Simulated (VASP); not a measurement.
# LiF (Fm-3m) in VASP: further runs, part 2 of 2

VASP 6.6.1.

**4. G0W0 quasiparticle levels, PBE**

File POSCAR:

```
LiF                                     
1.0
    0.0000000000      2.0270409113      2.0270409113
    2.0270409113      0.0000000000      2.0270409113
    2.0270409113      2.0270409113     -0.0000000000
  Li              F             
     1     1
Direct
     0.0000000000000000    0.0000000000000000    0.0000000000000000
     0.5000000000000000    0.5000000000000000    0.5000000000000000
```

File INCAR.step1:

```
SYSTEM = LiF
ALGO = Fast
EDIFF = 1E-8
ENCUT = 400
GGA = PE
ISMEAR = 0
KPAR = 4
LASPH = .True.
LCHARG = .False.
LREAL = .False.
LWAVE = .True.
NELM = 60
PREC = Accurate
SIGMA = 0.01
```

File INCAR.step2:

```
SYSTEM = LiF
ALGO = Exact
EDIFF = 1E-8
ENCUT = 400
GGA = PE
ISMEAR = 0
ISTART = 1
KPAR = 4
LASPH = .True.
LCHARG = .False.
LOPTICS = .True.
LREAL = .False.
LWAVE = .True.
NBANDS = 71
NELM = 1
PREC = Accurate
SIGMA = 0.01
```

File INCAR.step3:

```
SYSTEM = LiF
ALGO = EVGW0
EDIFF = 1E-8
ENCUT = 400
ENCUTGW = 150
GGA = PE
ISMEAR = 0
ISTART = 1
KPAR = 4
LASPH = .True.
LCHARG = .False.
LREAL = .False.
LWAVE = .False.
NBANDS = 71
NBANDSGW = 12
NELMGW = 1
NOMEGA = 60
PREC = Accurate
PRECFOCK = Fast
SIGMA = 0.01
```

File KPOINTS:

```
k-points
0
Gamma
  6 6 6
  0 0 0
```

Potentials or basis: VASP PAW PBE potentials, release 64 (Li_GW, F_GW).

Started as:

```bash
cat potpaw_PBE.64/Li_GW/POTCAR potpaw_PBE.64/F_GW/POTCAR > POTCAR
cp INCAR.step1 INCAR
mpirun -np 4 vasp_std > vasp.out
cp INCAR.step2 INCAR
mpirun -np 4 vasp_std > vasp.out
cp INCAR.step3 INCAR
mpirun -np 4 vasp_std > vasp.out
```

OUTCAR:

```text
SYSTEM = LiF
   EDIFF = 1E-8
   ENCUT = 400
   ENCUTGW = 150
   GGA = PE
   ISMEAR = 0
   ISTART = 1
   LASPH = .True.
   LREAL = .False.
   NELMGW = 1
   PREC = Accurate
   PRECFOCK = Fast

 ion  position               nearest neighbor table
   1  0.000  0.000  0.000-   2 2.03   2 2.03   2 2.03   2 2.03   2 2.03   2 2.03
   2  0.500  0.500  0.500-   1 2.03   1 2.03   1 2.03   1 2.03   1 2.03   1 2.03

  LATTYP: Found a face centered cubic cell.
 ALAT       =     4.0540818226

  Lattice vectors:

 A1 = (   0.0000000000,   2.0270409113,   2.0270409113)
 A2 = (   2.0270409113,   0.0000000000,   2.0270409113)
 A3 = (   2.0270409113,   2.0270409113,   0.0000000000)

Analysis of symmetry for initial positions (statically):
=====================================================================
 Subroutine PRICEL returns:
 Original cell was already a primitive cell.

 Routine SETGRP: Setting up the symmetry group for a
 face centered cubic supercell.

 Subroutine GETGRP returns: Found 48 space group operations
 (whereof 48 operations were pure point group operations)
 out of a pool of 48 trial point group operations.

The static configuration has the point symmetry O_h .

Analysis of symmetry for dynamics (positions and initial velocities):
=====================================================================
 Subroutine PRICEL returns:
 Original cell was already a primitive cell.

 Routine SETGRP: Setting up the symmetry group for a
 face centered cubic supercell.

 Subroutine GETGRP returns: Found 48 space group operations
 (whereof 48 operations were pure point group operations)
 out of a pool of 48 trial point group operations.

The dynamic configuration has the point symmetry O_h .

 Subroutine INISYM returns: Found 48 space group operations
 (whereof 48 operations are pure point group operations),
 and found     1 'primitive' translations

----------------------------------------------------------------------------------------

                                     Primitive cell

  volume of cell :      16.6578

  direct lattice vectors                    reciprocal lattice vectors
     0.000000000  2.027040911  2.027040911    -0.246664977  0.246664977  0.246664977
     2.027040911  0.000000000  2.027040911     0.246664977 -0.246664977  0.246664977
     2.027040911  2.027040911  0.000000000     0.246664977  0.246664977 -0.246664977

  length of vectors
     2.866668748  2.866668748  2.866668748     0.427236273  0.427236273  0.427236273

  position of ions in fractional coordinates (direct lattice)
     0.000000000  0.000000000  0.000000000
     0.500000000  0.500000000  0.500000000

  ion indices of the primitive-cell ions
   primitive index   ion index
                 1           1
                 2           2

----------------------------------------------------------------------------------------

 KPOINTS: k-points

Automatic generation of k-mesh.
 Grid dimensions read from file:
 generate k-points for:    6    6    6

 Generating k-lattice:

  Cartesian coordinates                     Fractional coordinates (reciprocal lattice)
    -0.041110830  0.041110830  0.041110830     0.166666667  0.000000000  0.000000000
     0.041110830 -0.041110830  0.041110830     0.000000000  0.166666667  0.000000000
     0.041110830  0.041110830 -0.041110830     0.000000000  0.000000000  0.166666667

  Length of vectors
     0.071206045  0.071206045  0.071206045

  Shift w.r.t. Gamma in fractional coordinates (k-lattice)
     0.000000000  0.000000000  0.000000000

 Subroutine IBZKPT returns following result:
 ===========================================

 Found     16 irreducible k-points:

 Following reciprocal coordinates:
            Coordinates               Weight
  0.000000  0.000000  0.000000      1.000000
  0.166667  0.000000  0.000000      8.000000
  0.333333  0.000000  0.000000      8.000000
  0.500000  0.000000  0.000000      4.000000
  0.166667  0.166667  0.000000      6.000000
  0.333333  0.166667  0.000000     24.000000
[... 8 lines left out ...]
 -0.333333  0.333333  0.166667     24.000000
 -0.333333  0.500000  0.166667     12.000000
   k-points           NKPTS =     16   k-points in BZ     NKDIM =    216   number of bands    NBANDS=     71
   number of dos      NEDOS =    301   number of ions     NIONS =      2
   total plane-waves  NPLWV =   8000
   dimension x,y,z NGX =    20 NGY =   20 NGZ =   20
   dimension x,y,z NGXF=    40 NGYF=   40 NGZF=   40
   ions per type =               1   1
   NGX,Y,Z   is equivalent  to a cutoff of  11.60, 11.60, 11.60 a.u.
   NGXF,Y,Z  is equivalent  to a cutoff of  23.20, 23.20, 23.20 a.u.
 SYSTEM =  LiF
   PREC   = accura    normal or accurate (medium, high low for compatibility)
   ISTART =      1    job   : 0-new  1-cont  2-samecut
   ICHARG =      0    charge: 1-file 2-atom 10-const
   ISPIN  =      1    spin polarized calculation?
   LNONCOLLINEAR =      F non collinear calculations
   LSORBIT =      F    spin-orbit coupling
   LASPH  =      T    aspherical Exc in radial PAW
   ENCUT  =  400.0 eV  29.40 Ry    5.42 a.u.   4.67  4.67  4.67*2*pi/ulx,y,z
   NELM   =     60;   NELMIN=  2; NELMDL=  0     # of ELM steps
   EDIFF  = 0.1E-07   stopping-criterion for ELM
   LREAL  =      F    real-space projection
   EDIFFG = 0.1E-06   stopping-criterion for IOM
   NSW    =      0    number of steps for IOM
   IBRION =     -1    ionic relax: 0-MD 1-quasi-New 2-CG
   NFREE  =      0    steps in history (QN), initial steepest desc. (CG)
   ISIF   =      0    stress and relaxation
   ISYM   =      3    0-nonsym 1-usesym 2-fastsym
   POTIM  = 0.5000    time-step for ionic-motion
   TEBEG  =    0.0;   TEEND  =   0.0 temperature during run
   PSTRESS=    0.0 pullay stress
   NELECT =       8.0000    total number of electrons
   NUPDOWN=      -1.0000    fix difference up-down
   EMIN   =  10.00;   EMAX   =-10.00  energy-range for DOS
   EFERMI =   0.00;   METHOD = LEGACY
   ISMEAR =     0;   SIGMA  =   0.01  broadening in eV -4-tet -1-fermi 0-gaus
   EFERMI_NEDOS =   21; number of points for ismear=-14 and -15
   IALGO  =     38    algorithm
   IMIX   =      4    mixing-type and parameters
     AMIX     =   0.40;   BMIX     =  1.00
     AMIX_MAG =   1.60;   BMIX_MAG =  1.00
  volume/ion in A,a.u.               =       8.33        56.21
  Fermi-wavevector in a.u.,A,eV,Ry     =   1.282032  2.422690 22.362630  1.643607
  Thomas-Fermi vector in A             =   2.414368
   LORBIT       =      0    0 simple, 1 ext, 2 COOP (PROOUT), +10 PAW based schemes
   GGA     = PE    functional components
   LHFCALC =     T    Hartree Fock is set to
   PRECFOCK=fast      Normal, Fast or Accurate (Low or Medium for compatibility)
   ENCUT4O =  -1.0   cutoff for four orbital integrals eV
   NKREDX  =     1    reduce k-point grid by
   NKREDY  =     1    reduce k-point grid by
   NKREDZ  =     1    reduce k-point grid by
   AEXX    =    1.0000 exact exchange contribution
   HFSCREEN=    0.0000 screening length (either q_TF or 0.3 A-1)
   HFSCREENC=   0.0000 screening length for correlation (either q_TF or 0.3 A-1)
   ENCUTFOCK=  -1.0 apply spherical cutoff to Coloumb kernel
   IVDW    =     0    specifies the selected vdW correction
   LEPSILON=     F    determine dielectric tensor
   LRPA    =     F    only Hartree local field effects (RPA)
   LRPAFORCE           =     F    calculate RPA forces
   ENCUTGW             = 150.0    cutoff for response function in eV
   ENCUTGWSOFT         = 120.0    soft cutoff for Coulomb kernel in GW response function in eV
   ENCUTLF             =  -1.0    cutoff for local field effects
   NELMGW              =     1    number of iterations in solving QP/BSE equation
   NELMHF              =     1    number of iterations in the inner HF iteration
   NKREDLFX            =     1    NKREDLFY  =   1   NKREDLFZ  =   1
 non-spin polarized calculation
 Gauss-broadening in eV      SIGMA  =   0.01
  energy-cutoff  :      400.00
  volume of cell :       16.66
 maximum number of plane-waves:       310
  NGX = 12; NGY = 12; NGZ = 12
   NGX =  9   NGY =  9   NGZ =  9
 maximum number of plane-waves:        74

 QP shifts <psi_nk| G(iteration)W_0 |psi_nk>: iteration 1
 for sc-GW calculations column KS-energies equals QP-energies in previous step
 and V_xc(KS)=  KS-energies - (<T + V_ion + V_H > + <T+V_H+V_ion>^1  + <V_x>^1)

 k-point   1 :       0.0000    0.0000    0.0000
  band No.  KS-energies  QP-energies   sigma(KS)   V_xc(KS)     V^pw_x(r,r')   Z            occupation Imag(sigma)

      1     -23.3298     -27.6847     -27.8258     -22.3710     -36.5856       0.7984       2.0000       1.1027
      2      -3.3343      -5.9687     -26.0096     -22.7945     -30.5615       0.8193       2.0000       0.0680
      3      -3.3343      -5.9687     -26.0096     -22.7945     -30.5615       0.8193       2.0000       0.0680
      4      -3.3343      -5.9687     -26.0096     -22.7945     -30.5615       0.8193       2.0000       0.0680
      5       5.6009       7.2543      -8.2836     -10.1584      -5.2911       0.8819       0.0000      -0.0495
      6      20.4352      22.9619      -5.3620      -8.3076      -1.5242       0.8578       0.0000      -0.1229
      7      20.4352      22.9619      -5.3620      -8.3076      -1.5242       0.8578       0.0000      -0.1229
      8      20.4352      22.9619      -5.3620      -8.3076      -1.5242       0.8578       0.0000      -0.1229
      9      20.8966      22.5812      -6.2888      -8.2329      -2.5411       0.8665       0.0000      -0.1451
     10      20.8966      22.5812      -6.2888      -8.2329      -2.5411       0.8665       0.0000      -0.1451
     11      20.8966      22.5812      -6.2888      -8.2329      -2.5411       0.8665       0.0000      -0.1451
     12      23.9682      24.8682      -5.4249      -6.4896      -1.0351       0.8454       0.0000      -0.5157
[... 228 lines left out ...]
      1     -22.6346     -26.6587     -28.6826     -23.2929     -37.4128       0.7466       2.0000       0.9268
      2      -5.7795      -8.8807     -22.6832     -18.8456     -26.9758       0.8081       2.0000       0.0791
      3      -4.8358      -7.7772     -23.9690     -20.3485     -28.3705       0.8124       2.0000       0.0733
      4      -4.1329      -6.9751     -25.0122     -21.5238     -29.5040       0.8148       2.0000       0.0691
      5      11.5109      13.9609     -10.3362     -13.1888      -7.2756       0.8589       0.0000      -0.0539
      6      12.0537      14.1164      -8.3186     -10.6893      -5.1283       0.8701       0.0000      -0.0571
      7      13.9493      16.0683      -6.3542      -8.7701      -2.8656       0.8771       0.0000      -0.0686
      8      15.9767      18.2830      -7.4592     -10.1442      -3.9100       0.8590       0.0000      -0.0698
      9      20.4963      22.5155      -6.3090      -8.6926      -2.4149       0.8471       0.0000      -0.1474
     10      28.1045      30.0532      -5.8755      -8.0865      -1.6666       0.8814       0.0000      -0.5321
     11      30.1539      33.1627      -8.0208     -11.1638      -3.6924       0.9573       0.0000      -0.8821
     12      34.4327      37.5623      -8.1981     -11.5786      -3.7709       0.9258       0.0000      -1.0184
```

Wall time 16 s (4 MPI ranks of Intel Xeon 6975P-C (Granite Rapids), shared host); peak memory 0.24 GiB.

The run converged, but a check on its numbers failed (symmetry, net force, bounds or a known fault of this set-up), so they aren't taken as properties of the crystal.

Caveat: the k mesh is coarse (spacing up to 0.45 Å⁻¹), so the values aren't converged; the cutoff lies under the usual one of these potentials, so the numbers hold a large basis-set error; bands, screening cutoff and mesh are small and nothing is extrapolated, so the quasiparticle values aren't converged.
